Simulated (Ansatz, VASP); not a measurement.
# TiO2: VASP beside Ansatz

One calculation is typed for both programs; each brings its own data sets. How far apart do they land? The cell is taken from a series of runs on this material, whose earlier steps may have relaxed, scaled, displaced or heated it; both programs get it as it stands.

Calculated with Ansatz 0.2.0; plane waves, with VASP 6.6.1 beside it; G0W0 gap at LDA.

### Step 1. Set-up

Symmetry: P3_121, No. 152, trigonal system. Conventional cell: a = 5.291 Å, b = 5.291 Å, c = 6.133 Å, α = 90.00°, β = 90.00°, γ = 120.00°. Ti has 4 O at 1.79 to 1.80 Å nearest. Nearest to O lie 2 Ti at 1.79 to 1.80 Å. Farther neighbours and most contacts between anions are not listed.

### Step 2. Ansatz: G0W0 gap, LDA

Ansatz runs on its default PAW (the set named soft_2) files.

Quasiparticle shifts depend on high empty states and on the cores, so they are the hardest test of two PAW sets.

Contents of input.yaml:

```yaml
crystal:
  lattice:
    - [5.291, 0.0, 0.0]
    - [-2.6455, 4.5821404114, 0.0]
    - [0.0, 0.0, 6.133]
  atoms:
    - { symbol: Ti, position: [0.4584369692, 0.0, 0.3333333333] }
    - { symbol: Ti, position: [0.0, 0.4584369692, 0.6666666667] }
    - { symbol: Ti, position: [0.5415630308, 0.5415630308, 0.0] }
    - { symbol: O, position: [0.4119210658, 0.2878300503, 0.2237616203] }
    - { symbol: O, position: [0.7121699497, 0.1240910155, 0.5570949537] }
    - { symbol: O, position: [0.8759089845, 0.5880789342, 0.890428287] }
    - { symbol: O, position: [0.2878300503, 0.4119210658, 0.7762383797] }
    - { symbol: O, position: [0.1240910155, 0.7121699497, 0.4429050463] }
    - { symbol: O, position: [0.5880789342, 0.8759089845, 0.109571713] }
kpoints:
  mp_grid: { grid: [6, 6, 2] }
hamiltonian:
  xc: lda
scf:
  occupations: { method: fixed }
gw:
  n_empty_bands: 317
  ecut_chi: 96
  qp_bands: [v3, c3]
  qp_kpoints: band_edges
  screening: { model: contour_deformation }
```

Launch:

```bash
$ ansatz run input.yaml --threads 3 --pin off --max-ram 92160MiB --backend cuda --devices 1 --max-vram 13GiB --events-out ev --progress --plain --runs-dir out
```

Numbers of over 12 decimals in the logs are rounded to 6 here.

The log of the run:

```text
GPUs: using 1 of 1 available (devices: 1).
Engine: ansatz 0.2.0, x86_64-unknown-linux-gnu
Pseudopotentials: kind: paw
Pseudopotential: Ti, paw, valence charge 12, recommended cutoff 420 eV (normal), Ti.paw.azcp
Pseudopotential: O, paw, valence charge 6, recommended cutoff 420 eV (normal), O.paw.azcp
Functional definition: SPW92
  exchange = slater_x
  correlation = pw_c
device memory: the entry about to start is reckoned to put 2.4 GiB on a device that reports 35.3 GiB free (of which the cap on the GPU budget leaves the run 13.0 GiB)
GPU FFT provider: cuFFT
GPU libraries: cuBLAS 13.8.2, cuFFT 12.4.0, cuSOLVER 12.3.4
Crystal: 9 atoms, lattice volume = 148.689 Å³
Basis set: ecut = 420 eV, 2943 PW (Γ)
Bands: 45, of which v1, the nominal top of the filled ones, is band 36 counted from 1 (35 counted from 0)
Symmetry: 6 space group operations
Space group: P3121 (ITA 152), of the structure as read, at distance tolerance 5.3e-5 Å
k-points: 14 of 72 (time reversal used)
Non-local potential: Ti, projectors of the file, l = 0: 3, l = 1: 2, l = 2: 3, l = 3: 1
Non-local potential: O, projectors of the file, l = 0: 2, l = 1: 2, l = 2: 1
PAW form: soft (Blöchl's): semilocal exchange-correlation on the pseudo side does not see the compensation charge
PAW frozen core: Ti, regenerated for the run's functional, and the local potential with it (the file was generated under x = pbe(κ = 0.804, μ = 0.219515), c = pbe(β = 0.066725))
PAW frozen core: O, regenerated for the run's functional, and the local potential with it (the file was generated under x = pbe(κ = 0.804, μ = 0.219515), c = pbe(β = 0.066725))
PAW one-centre angular grid: Ti, 590 points (default); XC on 64 Gauss nodes
PAW one-centre angular grid: O, 110 points (default); XC on 64 Gauss nodes
Initial density: superposition of atomic densities (neutral atoms: chi_scale 0, normalization atom), corrected by the library's trained network
Initial wavefunctions: pseudopotential atomic-orbital guess
GPU buffer pool allocated for 58320 grid points (all kernels)
GPU transforms: local potential and band sums: pruned to the plane-wave sphere, on 36×36×45
Functional: x = slater, c = lda
SCF iter   1: F=—  HF=-10693.871135 eV  |F-HF|=—  |Δ(HF+E_count)|=         —  Δρ=1.51e-2  dr2=3.30e-1  ethr=1.77e-3  ⟨swp⟩=4.1  Hψ=2199  notcnv=0  defer=88
preconditioner: auto → Resta (q_TF=auto, 2.418 Å⁻¹)  ε∞=5.5  [insulator: Δε(μ)=3.455 eV  Ē_g=9.998 eV  n_scr=28 (ndim 8)  ℏωp=21.1 eV  f_vac=0.249  ε∞_Penn≈5.5]
SCF iter   2: F=—  HF=-10693.820607 eV  |F-HF|=—  |Δ(HF+E_count)|=   5.05e-2  Δρ=9.18e-3  dr2=9.34e-2  ethr=4.58e-4  ⟨swp⟩=2.4  Hψ=1078  notcnv=0  defer=89
SCF iter   3: F=—  HF=-10693.802056 eV  |F-HF|=—  |Δ(HF+E_count)|=   1.86e-2  Δρ=2.61e-3  dr2=7.54e-3  ethr=1.30e-4  ⟨swp⟩=2.0  Hψ=877  notcnv=0  defer=90
SCF iter   4: F=—  HF=-10693.800006 eV  |F-HF|=—  |Δ(HF+E_count)|=   2.05e-3  Δρ=5.61e-4  dr2=4.82e-4  ethr=1.05e-5  ⟨swp⟩=2.7  Hψ=1061  notcnv=0  defer=96
SCF iter   5: F=—  HF=-10693.799956 eV  |F-HF|=—  |Δ(HF+E_count)|=   4.99e-5  Δρ=1.30e-4  dr2=2.83e-5  ethr=6.70e-7  ⟨swp⟩=2.0  Hψ=872  notcnv=0  defer=95
SCF iter   6: F=—  HF=-10693.799962 eV  |F-HF|=—  |Δ(HF+E_count)|=   6.33e-6  Δρ=6.19e-5  dr2=5.37e-6  ethr=3.93e-8  ⟨swp⟩=2.8  Hψ=1219  notcnv=0  defer=41
SCF iter   7: F=—  HF=-10693.799962 eV  |F-HF|=—  |Δ(HF+E_count)|=   3.53e-7  Δρ=1.16e-5  dr2=2.33e-7  ethr=7.45e-9  ⟨swp⟩=2.8  Hψ=1121  notcnv=0  defer=41
SCF iter   8: F=-10693.799962 eV  HF=-10693.799962 eV  |F-HF|=1.09e-9  |Δ(HF+E_count)|=   6.17e-8  Δρ=2.13e-6  dr2=1.45e-8  ethr=1.39e-10  ⟨swp⟩=9.4  Hψ=1907  notcnv=0
SCF 1 converged in 8 iterations: F = -10693.799962 eV  dr2 = 1.45e-8
  greatest PAW one-centre occupation: 0.999 electrons in one spin orbital (limit 2), on the Ti atom at site 2 (counted from 0), in its partial waves of l = 0
device memory: the entry about to start is reckoned to put 3.0 GiB on a device that reports 35.4 GiB free (of which the cap on the GPU budget leaves the run 13.0 GiB)
NSCF: frozen V_eff on 14 k-points
the band table was solved once the SCF had ended and its energy, with any forces and stress, was formed, with the checks that follow a solve (2430 applications of the Hamiltonian). They found nothing against the state; the energy, forces and stress were not computed again (output.eigenvalues in the input reference)
device memory: the entry about to start is reckoned to put 5.6 GiB on a device that reports 35.5 GiB free (of which the cap on the GPU budget leaves the run 13.0 GiB)
NSCF: frozen V_eff on 14 k-points
G₀W₀ screening: q 1/14
[... further progress lines ...]
SCF converged after 8 iterations
Free energy (F): -10693.799962 eV
Harris-Foulkes:  -10693.799962 eV  (|F-HF|=1.09e-9)
Internal energy: -10693.799962 eV  (E = F + TS)
E sigma→0 (E₀):  -10693.799962 eV
Fermi energy:    1.918761 eV
--- Per-component energies (eV) ---
  E_band       = -995.041565
  E_kinetic    = 1864.518326
  E_local      = -7276.146975  (includes V_loc(G=0)·N_el)
[...]
k-point 2: bands = [... 32 lower, 1.2616, 1.4885, 1.5192, 1.6747, 5.8319, 6.1401, 6.2237, 6.5221, ... 5 higher]
  k-point 13: bands = [... 32 lower, 1.1485, 1.4120, 1.4120, 1.6460, 6.4894, 6.4894, 6.5119, 6.8522, ... 5 higher]
--- G₀W₀: contour deformation, 6 samples at zero and on the imaginary axis and 1 off it, 72 q-points, 317 empty bands' worth ---
  eigenvalues of the whole cell's RPA ε∞ on this k-mesh (on a slab, of 1 + 4πα/V) = 3.7033, 3.7033, 4.1278; static W/v taken at q = 0 is 0.243774
  bands read: the sum over 353 bands ends inside a degenerate multiplet in 2 slots, whose members it reads at an even weight; the widest, k=12: bands 353 to 354 (counted from 1) at 1/2 each
  gw.qp_kpoints: band_edges: 14 of 14 stored k-points solved, in 1 pass; an edge of the gap read off the rows below is read off those points alone
    ik  band        ε_KS         Σx   Σc(E_QP)       V_xc       Z   E_QP_lin       E_QP  E_QP is
     0    34      1.5732   -24.8470     4.5403   -19.8901  0.7186     1.1531     1.1565  root
     0    35      1.6287   -25.1287     4.4622   -20.2921  0.7188     1.2516     1.2543  root
     0    36      1.6287   -25.1287     4.4622   -20.2921  0.7188     1.2516     1.2543  root
     0    37      5.7632   -13.5846    -6.5371   -22.1069  0.7329     7.8351     7.7484  root
     0    38      6.2331   -13.7193    -6.3359   -21.9802  0.7293     8.2444     8.1581  root
     0    39      6.2331   -13.7193    -6.3359   -21.9802  0.7293     8.2444     8.1581  root
     1    34      1.8454   -25.3860     4.5433   -20.4655  0.7196     1.4655     1.4682  root
     1    35      1.8454   -25.3860     4.5433   -20.4655  0.7196     1.4655     1.4682  root
     1    36      1.8508   -25.0577     4.5427   -20.1130  0.7196     1.4457     1.4488  root
     1    37      5.5725   -13.2987    -6.5210   -21.7730  0.7331     7.6094     7.5259  root
     1    38      6.0984   -13.9434    -6.3792   -22.2999  0.7320     8.1632     8.0757  root
     1    39      6.0984   -13.9434    -6.3792   -22.2999  0.7320     8.1632     8.0757  root
     2    34      1.4885   -24.9026     4.4912   -20.0140  0.7177     1.0880     1.0911  root
     2    35      1.5192   -24.9559     4.3862   -20.2095  0.7173     1.1565     1.1591  root
     2    36      1.6747   -25.0918     4.4612   -20.2547  0.7189     1.2961     1.2988  root
     2    37      5.8319   -13.5216    -6.4895   -21.9806  0.7331     7.8872     7.8014  root
     2    38      6.1401   -13.7022    -6.3289   -21.9650  0.7308     8.1596     8.0740  root
     2    39      6.2237   -13.8289    -6.3433   -22.1009  0.7281     8.2396     8.1524  root
     3    34      1.7300   -25.1505     4.5234   -20.2393  0.7188     1.3392     1.3421  root
     3    35      1.7744   -25.2839     4.5236   -20.3809  0.7193     1.3923     1.3950  root
     3    36      1.8201   -25.1579     4.5262   -20.2413  0.7194     1.4269     1.4297  root
     3    37      5.6738   -13.3620    -6.4807   -21.7875  0.7324     7.7021     7.6186  root
     3    38      6.1682   -13.9832    -6.4334   -22.3927  0.7299     8.2335     8.1442  root
     3    39      6.2183   -14.0585    -6.3928   -22.4234  0.7294     8.2798     8.1904  root
[...]
12    38      6.2197   -13.7886    -6.3534   -22.0902  0.7306     8.2555     8.1679  root
    12    39      6.2197   -13.7886    -6.3534   -22.0902  0.7306     8.2555     8.1679  root
    13    34      1.4120   -25.0333     4.5734   -20.0435  0.7170     0.9921     0.9956  root
    13    35      1.4120   -25.0333     4.5734   -20.0435  0.7170     0.9921     0.9956  root
    13    36      1.6460   -25.2799     4.5993   -20.2685  0.7198     1.2306     1.2339  root
    13    37      6.4894   -13.9982    -6.4225   -22.3339  0.7207     8.4934     8.4026  root
    13    38      6.4894   -13.9982    -6.4225   -22.3339  0.7207     8.4934     8.4026  root
    13    39      6.5119   -14.1577    -6.6005   -22.7112  0.7184     8.5607     8.4649  root
```

[end of part 1 of 2]

[Lines on the potential files, build, host, timing and source positions are cut from VASP's logs without a mark.]

[Logs are printed without paths, hosts, clocks, repeated set-up lines and the standing remarks that a program may print on its own settings, such as how far it seeks lower states.]

[Hosts, paths, dates, database ids (printed as entryN), source tags and the programs' standing remarks are cut or masked in the printed files.]
